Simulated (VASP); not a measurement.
# Y (P6_3/mmc) in VASP: a series of runs

One crystal, Y, is run at these levels: PBEsol; tasks: single point.

All numbers are computed with VASP 6.6.1; they aren't measurements. Logs are shortened: lines on timing, memory, paths and dates and some standing lists are left out, and cuts for length are marked.

### 1 Starting point

Symmetry: P6_3/mmc, No. 194, hexagonal system. Conventional cell: a = 3.647 Å, b = 3.647 Å, c = 5.731 Å, α = 90.00°, β = 90.00°, γ = 120.00°. Y (site symmetry -6m2) is surrounded by 12 Y at 3.56 to 3.65 Å.

### 2 Single point, PBEsol

File INCAR:

```
SYSTEM = Y
PREC     = Accurate       ! precision mode
ENCUT    = 300            ! plane-wave cutoff, eV
EDIFF    = 1E-6           ! SCF threshold, eV
ISMEAR   = -1             ! smearing method
SIGMA    = 0.15           ! smearing width, eV
LREAL    = .FALSE.        ! projectors in reciprocal space
LASPH    = .TRUE.         ! aspherical terms in the spheres
NELM     = 100            ! most SCF steps
ALGO     = Normal         ! electronic algorithm
ISIF     = 2              ! what is computed and relaxed
LWAVE    = .FALSE.        ! write WAVECAR
LCHARG   = .FALSE.        ! write CHGCAR
GGA      = PS             ! functional
NBANDS   = 18             ! bands
ADDGRID  = .FALSE.
```

File KPOINTS:

```
Automatic mesh
0
G
  15 15 9
  0 0 0
```

File POSCAR:

```
Y
1.0
    3.6474000000      0.0000000000      0.0000000000
   -1.8237000000      3.1587410578      0.0000000000
    0.0000000000      0.0000000000      5.7306000000
Y
2
Direct
    0.6666666667      0.3333333333      0.7500000000
    0.3333333333      0.6666666667      0.2500000000
```

Potentials or basis: VASP PAW PBE potentials, release 64 (Y_sv).

On the command line:

```bash
cat potpaw_PBE.64/Y_sv/POTCAR > POTCAR
mpirun -np 1 vasp_std > vasp.out
```

OUTCAR:

```text
SYSTEM = Y
   PREC = Accurate
   ENCUT = 300
   EDIFF = 1E-6
   ISMEAR = -1
   LREAL = .FALSE.
   LASPH = .TRUE.
   NELM = 100
   ISIF = 2
   GGA = PS

 Found    135 irreducible k-points:

 Following reciprocal coordinates:
            Coordinates               Weight
  0.000000  0.000000  0.000000      1.000000
  0.066667  0.000000  0.000000      6.000000
  0.133333  0.000000  0.000000      6.000000
  0.200000  0.000000  0.000000      6.000000
  0.266667  0.000000  0.000000      6.000000
  0.333333  0.000000  0.000000      6.000000
   k-points           NKPTS =    135   k-points in BZ     NKDIM =    135   number of bands    NBANDS=     18
   number of dos      NEDOS =    301   number of ions     NIONS =      2
   total plane-waves  NPLWV =  18432
   dimension x,y,z NGX =    24 NGY =   24 NGZ =   32
   dimension x,y,z NGXF=    48 NGYF=   48 NGZF=   64
   ions per type =               2
   NGX,Y,Z   is equivalent  to a cutoff of  10.94, 10.94,  9.28 a.u.
   NGXF,Y,Z  is equivalent  to a cutoff of  21.88, 21.88, 18.57 a.u.
 SYSTEM =  Y
   PREC   = accura    normal or accurate (medium, high low for compatibility)
   ISTART =      0    job   : 0-new  1-cont  2-samecut
   ICHARG =      2    charge: 1-file 2-atom 10-const
   ISPIN  =      1    spin polarized calculation?
   LNONCOLLINEAR =      F non collinear calculations
   LSORBIT =      F    spin-orbit coupling
   LASPH  =      T    aspherical Exc in radial PAW
   ENCUT  =  300.0 eV  22.05 Ry    4.70 a.u.   5.15  5.15  8.09*2*pi/ulx,y,z
   NELM   =    100;   NELMIN=  2; NELMDL= -5     # of ELM steps
   EDIFF  = 0.1E-05   stopping-criterion for ELM
   LREAL  =      F    real-space projection
   EDIFFG = 0.1E-04   stopping-criterion for IOM
   NSW    =      0    number of steps for IOM
   IBRION =     -1    ionic relax: 0-MD 1-quasi-New 2-CG
   NFREE  =      0    steps in history (QN), initial steepest desc. (CG)
   ISIF   =      2    stress and relaxation
   ISYM   =      2    0-nonsym 1-usesym 2-fastsym
   POTIM  = 0.5000    time-step for ionic-motion
   TEBEG  =    0.0;   TEEND  =   0.0 temperature during run
   PSTRESS=    0.0 pullay stress
   NELECT =      22.0000    total number of electrons
   NUPDOWN=      -1.0000    fix difference up-down
   EMIN   =  10.00;   EMAX   =-10.00  energy-range for DOS
   EFERMI =   0.00;   METHOD = LEGACY
   ISMEAR =    -1;   SIGMA  =   0.15  broadening in eV -4-tet -1-fermi 0-gaus
   EFERMI_NEDOS =   21; number of points for ismear=-14 and -15
   IALGO  =     38    algorithm
   IMIX   =      4    mixing-type and parameters
     AMIX     =   0.40;   BMIX     =  1.00
     AMIX_MAG =   1.60;   BMIX_MAG =  1.00
  volume/ion in A,a.u.               =      33.01       222.77
  Fermi-wavevector in a.u.,A,eV,Ry     =   1.134967  2.144777 17.526345  1.288150
  Thomas-Fermi vector in A             =   2.271671
   LORBIT       =      0    0 simple, 1 ext, 2 COOP (PROOUT), +10 PAW based schemes
   GGA     = PS    functional components
   LHFCALC =     F    Hartree Fock is set to
   AEXX    =    0.0000 exact exchange contribution
   IVDW    =     0    specifies the selected vdW correction
   LEPSILON=     F    determine dielectric tensor
   LRPA    =     F    only Hartree local field effects (RPA)
 non-spin polarized calculation
  energy-cutoff  :      300.00
  volume of cell :       66.02
 maximum number of plane-waves:       790
 NGX is ok and might be reduce to    24
   NGX = 11   NGY = 11   NGZ = 17

 number of electron      22.0000008 magnetization

 Free energy of the ion-electron system (eV)
  ---------------------------------------------------
  ext. energy  EPLUGINS =         0.00000000
  ---------------------------------------------------
  free energy    TOTEN  =       -13.74456953 eV

  energy without entropy =      -13.49124249  energy(sigma->0) =      -13.61790601

 E-fermi :   2.8643     XC(G=0):  -9.5131

 val. band max:        2.8620717353   @ k =   0.1333   0.1333   0.3333
 cond. band min:       2.8681548592   @ k =   0.2000   0.0000   0.2222
 fundamental gap:      0.0060831240
 Fermi energy:         2.8643433552

 k-point     1 :       0.0000    0.0000    0.0000
  band No.  band energies     occupation
      1     -39.7411      2.00000
      2     -39.6690      2.00000
      3     -20.0390      2.00000
      4     -19.5607      2.00000
      5     -19.5607      2.00000
      6     -19.4724      2.00000
[... 10 lines left out ...]
     17       5.6358      0.00000
     18       5.6358      0.00000

 k-point     2 :       0.0667    0.0000    0.0000
  band No.  band energies     occupation
      1     -39.7389      2.00000
      2     -39.6682      2.00000
      3     -20.0312      2.00000
      4     -19.5768      2.00000
      5     -19.5662      2.00000
      6     -19.4894      2.00000
[... 10 lines left out ...]
     17       5.5037      0.00000
     18       5.5437      0.00000

 k-point     3 :       0.1333    0.0000    0.0000
  band No.  band energies     occupation
      1     -39.7326      2.00000
      2     -39.6660      2.00000
      3     -20.0082      2.00000
      4     -19.6223      2.00000
      5     -19.5814      2.00000
      6     -19.5366      2.00000
[... 10 lines left out ...]
     17       5.3745      0.00000
     18       5.5299      0.00000

 k-point     4 :       0.2000    0.0000    0.0000
  band No.  band energies     occupation
      1     -39.7231      2.00000
      2     -39.6631      2.00000
      3     -19.9723      2.00000
      4     -19.6897      2.00000
      5     -19.6044      2.00000
      6     -19.6030      2.00000
[... 10 lines left out ...]
     17       5.7216      0.00000
     18       5.9213      0.00000

 k-point     5 :       0.2667    0.0000    0.0000
  band No.  band energies     occupation
      1     -39.7116      2.00000
      2     -39.6602      2.00000
      3     -19.9267      2.00000
      4     -19.7673      2.00000
      5     -19.6795      2.00000
      6     -19.6271      2.00000
[... 10 lines left out ...]
     17       6.1556      0.00000
     18       6.4328      0.00000

 k-point     6 :       0.3333    0.0000    0.0000
  band No.  band energies     occupation
      1     -39.6998      2.00000
      2     -39.6583      2.00000
      3     -19.8761      2.00000
      4     -19.8416      2.00000
      5     -19.7489      2.00000
      6     -19.6494      2.00000
[... 10 lines left out ...]
     17       6.6973      0.00000
     18       7.0155      0.00000

 [... further k-points ...]

------------------------ aborting loop because EDIFF is reached ----------------------------------------

  FORCE on cell =-STRESS in cart. coord.  units (eV):
  Direction    XX          YY          ZZ          XY          YZ          ZX
  --------------------------------------------------------------------------------------
  -------------------------------------------------------------------------------------
  Total       -0.8604486     -0.8604486     -0.9216287      0.0000000     -0.0000000      0.0000000
  in kB      -20.8803604    -20.8803604    -22.3650074      0.0000000     -0.0000000      0.0000000
  external PRESSURE =     -21.3752427 kB  Pullay stress =       0.0000000 kB

 VOLUME and BASIS-vectors are now :
 -----------------------------------------------------------------------------
  energy-cutoff  :      300.00
  volume of cell :       66.02
      direct lattice vectors                 reciprocal lattice vectors
     3.647400000  0.000000000  0.000000000     0.274167900  0.158290911  0.000000000
    -1.823700000  3.158741058  0.000000000     0.000000000  0.316581822  0.000000000
     0.000000000  0.000000000  5.730600000     0.000000000  0.000000000  0.174501797

 POSITION                                       TOTAL-FORCE (eV/Angst)
 -----------------------------------------------------------------------------------
      1.82370      1.05291      4.29795         0.000000     -0.000000      0.000000
     -0.00000      2.10583      1.43265        -0.000000      0.000000      0.000000
 -----------------------------------------------------------------------------------
    total drift:                               -0.000000      0.000000     -0.000000

  FREE ENERGIE OF THE ION-ELECTRON SYSTEM (eV)
  ---------------------------------------------------
  free  energy   TOTEN  =       -13.7445695315 eV

  energy  without entropy=      -13.4912424866  energy(sigma->0) =      -13.61790601
```

Run time: 30 s. Hardware: 1 thread of AMD EPYC 9R45 (Zen 5), shared host; peak memory 0.17 GiB.

The run converged, but some of its settings lie outside the range that counts as converged, so its numbers aren't taken as properties of the crystal.

Results:

- Free energy: -13.7446 eV
- Pressure: -2.1 GPa
- Band gap on the k mesh: none (metal or under the smearing width)

Caveat: the PAW data sets were made with another functional, which shifts forces and pressure a little.

### 3 Single point, PBEsol

INCAR, as its differences from that of step 2:

```diff
@@ -2,3 +2,3 @@
 PREC     = Accurate       ! precision mode
-ENCUT    = 300            ! plane-wave cutoff, eV
+ENCUT    = 450            ! plane-wave cutoff, eV
 EDIFF    = 1E-6           ! SCF threshold, eV
```

File KPOINTS:

```
Automatic mesh
0
G
  13 13 7
  0 0 0
```

POSCAR is that of step 2.

Potentials or basis: VASP PAW PBE potentials, release 64 (Y_sv).

On the command line:

```bash
cat potpaw_PBE.64/Y_sv/POTCAR > POTCAR
mpirun -np 1 vasp_std > vasp.out
```

It took 36 s on 1 thread of AMD EPYC 9R45 (Zen 5), shared host; peak memory 0.2 GiB.

These settings aren't checked as converged: the numbers below hold their error.

What came out:

| Property | Result |
| --- | --- |
| Free energy | -13.7493 eV |
| Pressure | -2.0 GPa |
| Band gap on the k mesh | none (metal or under the smearing width) |

Caveat: the PAW data sets were made with another functional, which shifts forces and pressure a little.

### 4 Single point, PBEsol

INCAR, as its differences from that of step 3:

```diff
@@ -5,3 +5,3 @@
 ISMEAR   = -1             ! smearing method
-SIGMA    = 0.15           ! smearing width, eV
+SIGMA    = 0.4            ! smearing width, eV
 LREAL    = .FALSE.        ! projectors in reciprocal space
```

KPOINTS is that of step 3.

POSCAR is that of step 3.

Potentials or basis: VASP PAW PBE potentials, release 64 (Y_sv).

On the command line:

```bash
cat potpaw_PBE.64/Y_sv/POTCAR > POTCAR
mpirun -np 1 vasp_std > vasp.out
```

OUTCAR:

```text
SYSTEM = Y
   PREC = Accurate
   ENCUT = 450
   EDIFF = 1E-6
   ISMEAR = -1
   LREAL = .FALSE.
   LASPH = .TRUE.
   NELM = 100
   ISIF = 2
   GGA = PS

 Found     84 irreducible k-points:

 Following reciprocal coordinates:
            Coordinates               Weight
  0.000000  0.000000  0.000000      1.000000
  0.076923 -0.000000  0.000000      6.000000
  0.153846  0.000000  0.000000      6.000000
  0.230769 -0.000000  0.000000      6.000000
  0.307692  0.000000  0.000000      6.000000
  0.384615 -0.000000  0.000000      6.000000
   k-points           NKPTS =     84   k-points in BZ     NKDIM =     84   number of bands    NBANDS=     18
   number of dos      NEDOS =    301   number of ions     NIONS =      2
   total plane-waves  NPLWV =  31360
   dimension x,y,z NGX =    28 NGY =   28 NGZ =   40
   dimension x,y,z NGXF=    56 NGYF=   56 NGZF=   80
   ions per type =               2
   NGX,Y,Z   is equivalent  to a cutoff of  12.76, 12.76, 11.60 a.u.
   NGXF,Y,Z  is equivalent  to a cutoff of  25.52, 25.52, 23.21 a.u.
 SYSTEM =  Y
   PREC   = accura    normal or accurate (medium, high low for compatibility)
   ISTART =      0    job   : 0-new  1-cont  2-samecut
   ICHARG =      2    charge: 1-file 2-atom 10-const
   ISPIN  =      1    spin polarized calculation?
   LNONCOLLINEAR =      F non collinear calculations
   LSORBIT =      F    spin-orbit coupling
   LASPH  =      T    aspherical Exc in radial PAW
   ENCUT  =  450.0 eV  33.07 Ry    5.75 a.u.   6.31  6.31  9.91*2*pi/ulx,y,z
   NELM   =    100;   NELMIN=  2; NELMDL= -5     # of ELM steps
   EDIFF  = 0.1E-05   stopping-criterion for ELM
   LREAL  =      F    real-space projection
   EDIFFG = 0.1E-04   stopping-criterion for IOM
   NSW    =      0    number of steps for IOM
   IBRION =     -1    ionic relax: 0-MD 1-quasi-New 2-CG
   NFREE  =      0    steps in history (QN), initial steepest desc. (CG)
   ISIF   =      2    stress and relaxation
   ISYM   =      2    0-nonsym 1-usesym 2-fastsym
   POTIM  = 0.5000    time-step for ionic-motion
   TEBEG  =    0.0;   TEEND  =   0.0 temperature during run
   PSTRESS=    0.0 pullay stress
   NELECT =      22.0000    total number of electrons
   NUPDOWN=      -1.0000    fix difference up-down
   EMIN   =  10.00;   EMAX   =-10.00  energy-range for DOS
   EFERMI =   0.00;   METHOD = LEGACY
   ISMEAR =    -1;   SIGMA  =   0.40  broadening in eV -4-tet -1-fermi 0-gaus
   EFERMI_NEDOS =   21; number of points for ismear=-14 and -15
   IALGO  =     38    algorithm
   IMIX   =      4    mixing-type and parameters
     AMIX     =   0.40;   BMIX     =  1.00
     AMIX_MAG =   1.60;   BMIX_MAG =  1.00
  volume/ion in A,a.u.               =      33.01       222.77
  Fermi-wavevector in a.u.,A,eV,Ry     =   1.134967  2.144777 17.526345  1.288150
  Thomas-Fermi vector in A             =   2.271671
   LORBIT       =      0    0 simple, 1 ext, 2 COOP (PROOUT), +10 PAW based schemes
   GGA     = PS    functional components
   LHFCALC =     F    Hartree Fock is set to
   AEXX    =    0.0000 exact exchange contribution
   IVDW    =     0    specifies the selected vdW correction
   LEPSILON=     F    determine dielectric tensor
   LRPA    =     F    only Hartree local field effects (RPA)
 non-spin polarized calculation
  energy-cutoff  :      450.00
  volume of cell :       66.02
 maximum number of plane-waves:      1444
 NGX is ok and might be reduce to    28
   NGX = 13   NGY = 13   NGZ = 19

 number of electron      22.0000000 magnetization

 Free energy of the ion-electron system (eV)
  ---------------------------------------------------
  ext. energy  EPLUGINS =         0.00000000
  ---------------------------------------------------
  free energy    TOTEN  =       -14.43540569 eV

  energy without entropy =      -12.91402160  energy(sigma->0) =      -13.67471365

 E-fermi :   2.8727     XC(G=0):  -9.5076

 val. band max:        2.8565071649   @ k =   0.3846   0.0769   0.4286
 cond. band min:       2.8792887634   @ k =   0.3077   0.0769   0.4286
 fundamental gap:      0.0227815984
 Fermi energy:         2.8727122372

 k-point     1 :       0.0000    0.0000    0.0000
  band No.  band energies     occupation
      1     -39.6849      2.00000
      2     -39.6125      2.00000
      3     -19.9912      2.00000
      4     -19.5093      2.00000
      5     -19.5093      2.00000
      6     -19.4206      2.00000
[... 10 lines left out ...]
     17       5.6608      0.00188
     18       5.6608      0.00188

 k-point     2 :       0.0769   -0.0000    0.0000
  band No.  band energies     occupation
      1     -39.6820      2.00000
      2     -39.6114      2.00000
      3     -19.9807      2.00000
      4     -19.5307      2.00000
      5     -19.5166      2.00000
      6     -19.4432      2.00000
[... 10 lines left out ...]
     17       5.4900      0.00288
     18       5.5401      0.00254

 k-point     3 :       0.1538    0.0000    0.0000
  band No.  band energies     occupation
      1     -39.6738      2.00000
      2     -39.6086      2.00000
      3     -19.9504      2.00000
      4     -19.5902      2.00000
      5     -19.5363      2.00000
      6     -19.5045      2.00000
[... 10 lines left out ...]
     17       5.4990      0.00281
     18       5.6610      0.00188

 k-point     4 :       0.2308   -0.0000    0.0000
  band No.  band energies     occupation
      1     -39.6617      2.00000
      2     -39.6051      2.00000
      3     -19.9039      2.00000
      4     -19.6745      2.00000
      5     -19.5880      2.00000
      6     -19.5630      2.00000
[... 10 lines left out ...]
     17       5.9367      0.00094
     18       6.1717      0.00052

 k-point     5 :       0.3077    0.0000    0.0000
  band No.  band energies     occupation
      1     -39.6479      2.00000
      2     -39.6023      2.00000
      3     -19.8472      2.00000
      4     -19.7642      2.00000
      5     -19.6731      2.00000
      6     -19.5902      2.00000
[... 10 lines left out ...]
     17       6.5025      0.00023
     18       6.8161      0.00010

 k-point     6 :       0.3846   -0.0000    0.0000
  band No.  band energies     occupation
      1     -39.6352      2.00000
      2     -39.6012      2.00000
      3     -19.8385      2.00000
      4     -19.7894      2.00000
      5     -19.7413      2.00000
      6     -19.6122      2.00000
[... 10 lines left out ...]
     17       7.2312      0.00004
     18       7.4965      0.00002

 [... further k-points ...]

------------------------ aborting loop because EDIFF is reached ----------------------------------------

  FORCE on cell =-STRESS in cart. coord.  units (eV):
  Direction    XX          YY          ZZ          XY          YZ          ZX
  --------------------------------------------------------------------------------------
  -------------------------------------------------------------------------------------
  Total       -0.4479289     -0.4479289     -0.0662475      0.0000000     -0.0000000     -0.0000000
  in kB      -10.8698152    -10.8698152     -1.6076157      0.0000000     -0.0000000     -0.0000000
  external PRESSURE =      -7.7824154 kB  Pullay stress =       0.0000000 kB

 VOLUME and BASIS-vectors are now :
 -----------------------------------------------------------------------------
  energy-cutoff  :      450.00
  volume of cell :       66.02
      direct lattice vectors                 reciprocal lattice vectors
     3.647400000  0.000000000  0.000000000     0.274167900  0.158290911  0.000000000
    -1.823700000  3.158741058  0.000000000     0.000000000  0.316581822  0.000000000
     0.000000000  0.000000000  5.730600000     0.000000000  0.000000000  0.174501797

 POSITION                                       TOTAL-FORCE (eV/Angst)
 -----------------------------------------------------------------------------------
      1.82370      1.05291      4.29795         0.000000      0.000000      0.000000
     -0.00000      2.10583      1.43265        -0.000000     -0.000000      0.000000
 -----------------------------------------------------------------------------------
    total drift:                               -0.000000      0.000000     -0.000000

  FREE ENERGIE OF THE ION-ELECTRON SYSTEM (eV)
  ---------------------------------------------------
  free  energy   TOTEN  =       -14.4354056918 eV

  energy  without entropy=      -12.9140215996  energy(sigma->0) =      -13.67471365
```

It took 36 s on 1 thread of AMD EPYC 9R45 (Zen 5), shared host; peak memory 0.21 GiB.

These settings aren't checked as converged: the numbers below hold their error.

Results:

* Free energy: -14.4354 eV
* Pressure: -0.8 GPa
* Band gap on the k mesh: none (metal or under the smearing width)

Caveat: the PAW data sets were made with another functional, which shifts forces and pressure a little.

### 5 For comparison

An earlier run on the cell as given: functional PBE; potentials or basis VASP PAW PBE potentials, release 64 (Y_sv); cutoff 520 eV; k mesh 8 × 8 × 5; occupations fermi-dirac, width 0.05 eV; no spin polarisation.

- Pressure: -0.2 GPa
- Band gap on the k mesh: none (metal or under the smearing width)
